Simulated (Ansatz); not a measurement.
Crystal: PbSe.

```
Pb Se
1.0
     2.15488   -6.13395    0.00000
     2.15488    6.13395    0.00000
     0.00000    0.00000    4.45049
Pb Se
2 2
Cartesian
  2.1549 1.6164 1.1126
  2.1549 -1.6164 3.3379
  2.1549 4.4323 1.1126
  2.1549 -4.4323 3.3379
```

Measurements of this composition are mostly on another form, of space group No. 225.

```yaml
Program: Ansatz 0.2.0
Task: single point
Functional: PBE
Potentials_or_basis: Ansatz PAW
Cutoff: "420 eV (not typed: the program's choice for these potentials)"
k_mesh: 7 × 7 × 6
Occupations: fermi-dirac, width 0.05 eV
Spin: no spin polarisation
```

On this cell: pressure 1.0 GPa; largest force 0.128 eV/Å; band gap on the k mesh 1.02 eV, direct.

The same run follows on a disturbed copy (atoms moved at random, drawn with an rms of 0.05 Å):

```xyz
4
Lattice="2.1549 -6.1339 0.0000 2.1549 6.1339 0.0000 0.0000 0.0000 4.4505" Properties=species:S:1:pos:R:3 pbc="T T T"
Pb    2.1523    1.6008    1.0998
Pb    2.1617   -1.6140    3.3579
Se    2.1447    4.4504    1.1187
Se    2.1941   -4.3884    3.3477
```

Q: What does the disturbed cell give?

A: The energy moves by +2.4 meV/atom; pressure 1.1 GPa; largest force 0.321 eV/Å; band gap on the k mesh 1.00 eV, indirect (least direct gap 1.02 eV).

Forces in eV/Å, atoms in the order of the input:
```
Pb   0.024  0.047  0.022
Pb  -0.015  0.242 -0.020
Se   0.061  0.024  0.015
Se  -0.070 -0.313 -0.017
```

Stress tensor (GPa, compression positive):
```
0.93 0.09 0.02
0.09 1.33 0.01
0.02 0.01 0.91
```

Caveats: odd divisions of the mesh miss points on the zone boundary, where band edges often lie, so the gap on the mesh can be too wide; spin-orbit coupling is left out, which as a rule narrows the gap of such compounds by several tenths of an eV.

A k mesh can miss the band edges.
